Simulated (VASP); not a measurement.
# HfB2 (P6/mmm) in VASP: single point with r2SCAN

Aim: the single point of HfB2 with r2SCAN.

Program: VASP 6.6.1. These are calculated values, not measurements. Logs are shortened: lines on timing, memory, paths and dates and some standing lists are left out, and cuts for length are marked.

## Step 1: Starting point

Symmetry: P6/mmm, No. 191, hexagonal system. The conventional cell has a = 3.127 Å, b = 3.127 Å, c = 3.447 Å, α = 90.00°, β = 90.00°, γ = 120.00°. Hf (site symmetry 6/mmm) has 12 B at 2.50 Å as nearest neighbours. Around B (site symmetry -6m2) lie 3 B at 1.81 Å.

The cell comes from a database or a generator and needn't be the stable form of this composition.

## Step 2: Single point, r2SCAN

POSCAR

```
HfB2
1.0
    3.1272675614      0.0000000000      0.0000000000
   -1.5636337807      2.7082931526      0.0000000000
    0.0000000000      0.0000000000      3.4469749437
Hf B
1 2
Direct
    0.0000000000      0.0000000000      0.0000000000
    0.3333333333      0.6666666667      0.5000000000
    0.6666666667      0.3333333333      0.5000000000
```

INCAR.step1

```
PREC = Accurate
ENCUT = 520
ISMEAR = 0
SIGMA = 0.1
LREAL = F
LASPH = T
NELM = 100
NBANDS = 15
GGA = PE
ALGO = Normal
EDIFF = 1E-4
LWAVE = T
LCHARG = F
```

INCAR.step2

```
PREC = Accurate
ENCUT = 520
EDIFF = 1E-6
ISMEAR = 0
SIGMA = 0.1
LREAL = F
LASPH = T
NELM = 100
ALGO = Normal
ISIF = 2
LWAVE = F
LCHARG = F
METAGGA = R2SCAN
LMIXTAU = T
NBANDS = 15
ISTART = 1
```

KPOINTS

```
Automatic mesh
0
Gamma
  15 15 12
```

Potentials or basis: VASP PAW PBE potentials, release 64 (Hf_pv, B).

Run with:

```sh
$ cat potpaw_PBE.64/Hf_pv/POTCAR potpaw_PBE.64/B/POTCAR > POTCAR
$ cp INCAR.step1 INCAR
$ mpirun -np 1 vasp_std > vasp.out
$ cp INCAR.step2 INCAR
$ mpirun -np 1 vasp_std > vasp.out
```

OUTCAR:

```text
PREC = Accurate
   ENCUT = 520
   EDIFF = 1E-6
   ISMEAR = 0
   LREAL = F
   LASPH = T
   NELM = 100
   ISIF = 2
   METAGGA = R2SCAN
   ISTART = 1

 ion  position               nearest neighbor table
   1  0.000  0.000  0.000-   2 2.50   3 2.50   2 2.50   3 2.50   2 2.50   2 2.50   3 2.50   3 2.50
                             3 2.50   3 2.50   2 2.50   2 2.50
   2  0.333  0.667  0.500-   3 1.81   3 1.81   3 1.81   1 2.50   1 2.50   1 2.50   1 2.50   1 2.50
                             1 2.50
   3  0.667  0.333  0.500-   2 1.81   2 1.81   2 1.81   1 2.50   1 2.50   1 2.50   1 2.50   1 2.50
                             1 2.50

  LATTYP: Found a hexagonal cell.
 ALAT       =     3.1272675614
 C/A-ratio  =     1.1022321807

  Lattice vectors:

 A1 = (   3.1272675614,   0.0000000000,   0.0000000000)
 A2 = (  -1.5636337807,   2.7082931526,   0.0000000000)
 A3 = (   0.0000000000,   0.0000000000,   3.4469749437)

Analysis of symmetry for initial positions (statically):
=====================================================================
 Subroutine PRICEL returns:
 Original cell was already a primitive cell.

 Routine SETGRP: Setting up the symmetry group for a
 hexagonal supercell.

 Subroutine GETGRP returns: Found 24 space group operations
 (whereof 24 operations were pure point group operations)
 out of a pool of 24 trial point group operations.

The static configuration has the point symmetry D_6h.

Analysis of symmetry for dynamics (positions and initial velocities):
=====================================================================
 Subroutine PRICEL returns:
 Original cell was already a primitive cell.

 Routine SETGRP: Setting up the symmetry group for a
 hexagonal supercell.

 Subroutine GETGRP returns: Found 24 space group operations
 (whereof 24 operations were pure point group operations)
 out of a pool of 24 trial point group operations.

The dynamic configuration has the point symmetry D_6h.

 Subroutine INISYM returns: Found 24 space group operations
 (whereof 24 operations are pure point group operations),
 and found     1 'primitive' translations

----------------------------------------------------------------------------------------

                                     Primitive cell

  volume of cell :      29.1944

  direct lattice vectors                    reciprocal lattice vectors
     3.127267561  0.000000000  0.000000000     0.319767970  0.184618124  0.000000000
    -1.563633781  2.708293153  0.000000000     0.000000000  0.369236247  0.000000000
     0.000000000  0.000000000  3.446974944     0.000000000  0.000000000  0.290109449

  length of vectors
     3.127267561  3.127267561  3.446974944     0.369236247  0.369236247  0.290109449

  position of ions in fractional coordinates (direct lattice)
     0.000000000  0.000000000  0.000000000
     0.333333333  0.666666667  0.500000000
     0.666666667  0.333333333  0.500000000

  ion indices of the primitive-cell ions
   primitive index   ion index
                 1           1
                 2           2
                 3           3

----------------------------------------------------------------------------------------

 KPOINTS: Automatic mesh

Automatic generation of k-mesh.
 Grid dimensions read from file:
 generate k-points for:   15   15   12

 Generating k-lattice:

  Cartesian coordinates                     Fractional coordinates (reciprocal lattice)
     0.021317865  0.012307875  0.000000000     0.066666667  0.000000000  0.000000000
     0.000000000  0.024615750  0.000000000     0.000000000  0.066666667  0.000000000
     0.000000000  0.000000000  0.024175787     0.000000000  0.000000000  0.083333333

  Length of vectors
     0.024615750  0.024615750  0.024175787

  Shift w.r.t. Gamma in fractional coordinates (k-lattice)
     0.000000000  0.000000000  0.000000000

 Subroutine IBZKPT returns following result:
 ===========================================

 Found    189 irreducible k-points:

 Following reciprocal coordinates:
            Coordinates               Weight
  0.000000  0.000000  0.000000      1.000000
  0.066667  0.000000  0.000000      6.000000
  0.133333  0.000000  0.000000      6.000000
  0.200000  0.000000  0.000000      6.000000
  0.266667  0.000000  0.000000      6.000000
  0.333333  0.000000  0.000000      6.000000
[... 16 lines left out ...]
  0.333333  0.200000  0.000000     12.000000
  0.400000  0.200000  0.000000      6.000000
 [... further k-points ...]
   k-points           NKPTS =    189   k-points in BZ     NKDIM =    189   number of bands    NBANDS=     15
   number of dos      NEDOS =    301   number of ions     NIONS =      3
   total plane-waves  NPLWV =  16128
   dimension x,y,z NGX =    24 NGY =   24 NGZ =   28
   dimension x,y,z NGXF=    48 NGYF=   48 NGZF=   56
   ions per type =               1   2
   NGX,Y,Z   is equivalent  to a cutoff of  12.76, 12.76, 13.50 a.u.
   NGXF,Y,Z  is equivalent  to a cutoff of  25.52, 25.52, 27.01 a.u.
 SYSTEM =  unknown system
   PREC   = accura    normal or accurate (medium, high low for compatibility)
   ISTART =      1    job   : 0-new  1-cont  2-samecut
   ICHARG =      0    charge: 1-file 2-atom 10-const
   ISPIN  =      1    spin polarized calculation?
   LNONCOLLINEAR =      F non collinear calculations
   LSORBIT =      F    spin-orbit coupling
   LASPH  =      T    aspherical Exc in radial PAW
   ENCUT  =  520.0 eV  38.22 Ry    6.18 a.u.   5.81  5.81  6.41*2*pi/ulx,y,z
   NELM   =    100;   NELMIN=  2; NELMDL=  0     # of ELM steps
   EDIFF  = 0.1E-05   stopping-criterion for ELM
   LREAL  =      F    real-space projection
   EDIFFG = 0.1E-04   stopping-criterion for IOM
   NSW    =      0    number of steps for IOM
   IBRION =     -1    ionic relax: 0-MD 1-quasi-New 2-CG
   NFREE  =      0    steps in history (QN), initial steepest desc. (CG)
   ISIF   =      2    stress and relaxation
   ISYM   =      2    0-nonsym 1-usesym 2-fastsym
   POTIM  = 0.5000    time-step for ionic-motion
   TEBEG  =    0.0;   TEEND  =   0.0 temperature during run
   PSTRESS=    0.0 pullay stress
   NELECT =      16.0000    total number of electrons
   NUPDOWN=      -1.0000    fix difference up-down
   EMIN   =  10.00;   EMAX   =-10.00  energy-range for DOS
   EFERMI =   0.00;   METHOD = LEGACY
   ISMEAR =     0;   SIGMA  =   0.10  broadening in eV -4-tet -1-fermi 0-gaus
   EFERMI_NEDOS =   21; number of points for ismear=-14 and -15
   IALGO  =     38    algorithm
   IMIX   =      4    mixing-type and parameters
     AMIX     =   0.40;   BMIX     =  1.00
     AMIX_MAG =   1.60;   BMIX_MAG =  1.00
  volume/ion in A,a.u.               =       9.73        65.67
  Fermi-wavevector in a.u.,A,eV,Ry     =   1.339724  2.531711 24.420544  1.794859
  Thomas-Fermi vector in A             =   2.468093
   LORBIT       =      0    0 simple, 1 ext, 2 COOP (PROOUT), +10 PAW based schemes
   METAGGA = R2SCAN    functional components
   LHFCALC =     F    Hartree Fock is set to
   AEXX    =    0.0000 exact exchange contribution
   IVDW    =     0    specifies the selected vdW correction
   LEPSILON=     F    determine dielectric tensor
   LRPA    =     F    only Hartree local field effects (RPA)
 non-spin polarized calculation
 Gauss-broadening in eV      SIGMA  =   0.10
  energy-cutoff  :      520.00
  volume of cell :       29.19
 maximum number of plane-waves:       798
 NGX is ok and might be reduce to    24
   NGX = 11   NGY = 11   NGZ = 13

 number of electron      15.9999999 magnetization

 Free energy of the ion-electron system (eV)
  ---------------------------------------------------
  ext. energy  EPLUGINS =         0.00000000
  ---------------------------------------------------
  free energy    TOTEN  =       -63.08517229 eV

  energy without entropy =      -63.08411876  energy(sigma->0) =      -63.08464552

 E-fermi :   7.9027     XC(G=0): -13.6441

 val. band max:        7.8894723208   @ k =   0.0667   0.0667   0.4167
 cond. band min:       7.9776957677   @ k =   0.1333   0.1333   0.2500
 fundamental gap:      0.0882234469
 Fermi energy:         7.9027207848

 k-point     1 :       0.0000    0.0000    0.0000
  band No.  band energies     occupation
      1     -23.9509      2.00000
      2     -23.4266      2.00000
      3     -23.4266      2.00000
      4      -6.9240      2.00000
      5       4.7229      2.00000
      6       4.7229      2.00000
      7       4.7331      2.00000
      8       4.8326      2.00000
      9      12.1740      0.00000
     10      12.1740      0.00000
     11      12.9492      0.00000
     12      12.9492      0.00000
     13      13.0026      0.00000
     14      13.0590      0.00000
     15      13.0590      0.00000

 k-point     2 :       0.0667    0.0000    0.0000
  band No.  band energies     occupation
      1     -23.9447      2.00000
      2     -23.4649      2.00000
      3     -23.4349      2.00000
      4      -6.8210      2.00000
      5       4.4139      2.00000
      6       4.7149      2.00000
      7       4.7463      2.00000
      8       4.8336      2.00000
      9      11.9193      0.00000
     10      12.1005      0.00000
     11      12.2521      0.00000
     12      12.3050      0.00000
     13      13.4082      0.00000
     14      13.8732      0.00000
     15      14.0557      0.00000

 k-point     3 :       0.1333    0.0000    0.0000
  band No.  band energies     occupation
      1     -23.9268      2.00000
      2     -23.5716      2.00000
      3     -23.4583      2.00000
      4      -6.5193      2.00000
      5       3.6325      2.00000
      6       4.5219      2.00000
      7       4.6799      2.00000
      8       5.0965      2.00000
      9      10.8925      0.00000
     10      11.8533      0.00000
     11      11.9013      0.00000
     12      12.5232      0.00000
     13      14.1510      0.00000
     14      14.7002      0.00000
     15      15.3543      0.00000

 k-point     4 :       0.2000    0.0000    0.0000
  band No.  band energies     occupation
      1     -23.9005      2.00000
      2     -23.7253      2.00000
      3     -23.4926      2.00000
      4      -6.0387      2.00000
      5       2.6179      2.00000
      6       4.2335      2.00000
      7       4.5984      2.00000
      8       5.3839      2.00000
      9      10.2047      0.00000
     10      11.6281      0.00000
     11      11.8325      0.00000
     12      12.3261      0.00000
     13      14.4083      0.00000
     14      15.4935      0.00000
     15      16.1360      0.00000
[... 307 lines left out ...]
 k-point    22 :       0.2667    0.2000    0.0000
  band No.  band energies     occupation
      1     -24.0925      2.00000
      2     -23.8121      2.00000
      3     -23.7294      2.00000
      4      -3.6593      2.00000
      5       0.0948      2.00000
      6       1.8157      2.00000
      7       3.9149      2.00000
      8       7.6037      1.99998
      9       7.6393      1.99980
     10       9.3772      0.00000
     11      14.3607      0.00000
     12      15.3203      0.00000
     13      15.6841      0.00000
     14      16.8776      0.00000
     15      18.6267      0.00000

 k-point    23 :       0.3333    0.2000    0.0000
  band No.  band energies     occupation
      1     -24.1380      2.00000
      2     -23.7974      2.00000
      3     -23.7815      2.00000
      4      -2.7653      2.00000
      5      -0.8122      2.00000
      6       1.4310      2.00000
      7       4.0005      2.00000
      8       6.9662      2.00000
      9       7.6533      1.99958
     10      10.2666      0.00000
     11      13.5256      0.00000
     12      15.2323      0.00000
     13      16.8518      0.00000
     14      18.2696      0.00000
     15      18.5399      0.00000

 k-point    24 :       0.4000    0.2000    0.0000
  band No.  band energies     occupation
      1     -24.1533      2.00000
      2     -23.8007      2.00000
      3     -23.7922      2.00000
      4      -1.9051      2.00000
      5      -1.6891      2.00000
      6       1.3130      2.00000
      7       4.0500      2.00000
      8       6.7294      2.00000
      9       7.6095      1.99997
     10      10.9873      0.00000
     11      12.7920      0.00000
     12      15.1982      0.00000
     13      17.4996      0.00000
     14      18.3887      0.00000
     15      18.9844      0.00000

 [... further k-points ...]

------------------------ aborting loop because EDIFF is reached ----------------------------------------

  FORCE on cell =-STRESS in cart. coord.  units (eV):
  Direction    XX          YY          ZZ          XY          YZ          ZX
  --------------------------------------------------------------------------------------
  -------------------------------------------------------------------------------------
  Total        0.4683686      0.4683686      0.8876417      0.0000000      0.0000000      0.0000000
  in kB       25.7039311     25.7039311     48.7135132      0.0000000      0.0000000      0.0000000
  external PRESSURE =      33.3737918 kB  Pullay stress =       0.0000000 kB

 VOLUME and BASIS-vectors are now :
 -----------------------------------------------------------------------------
  energy-cutoff  :      520.00
  volume of cell :       29.19
      direct lattice vectors                 reciprocal lattice vectors
     3.127267561  0.000000000  0.000000000     0.319767970  0.184618124  0.000000000
    -1.563633781  2.708293153  0.000000000     0.000000000  0.369236247  0.000000000
     0.000000000  0.000000000  3.446974944     0.000000000  0.000000000  0.290109449

 POSITION                                       TOTAL-FORCE (eV/Angst)
 -----------------------------------------------------------------------------------
      0.00000      0.00000      0.00000        -0.000000      0.000000      0.000000
     -0.00000      1.80553      1.72349        -0.000000     -0.000000      0.000000
      1.56363      0.90276      1.72349         0.000000      0.000000      0.000000
 -----------------------------------------------------------------------------------
    total drift:                               -0.000000      0.000000      0.000000

  FREE ENERGIE OF THE ION-ELECTRON SYSTEM (eV)
  ---------------------------------------------------
  free  energy   TOTEN  =       -63.0851722890 eV

  energy  without entropy=      -63.0841187586  energy(sigma->0) =      -63.08464552
```

Wall time 3 min (1 thread of AMD EPYC 9R45 (Zen 5), shared host); peak memory 0.18 GiB.

Results:

```yaml
Free_energy: -63.0852 eV
Pressure: 3.3 GPa
Band_gap_on_the_k_mesh: none (metal or under the smearing width)
```

Caveat: the PAW data sets were made with another functional, which shifts forces and pressure a little.
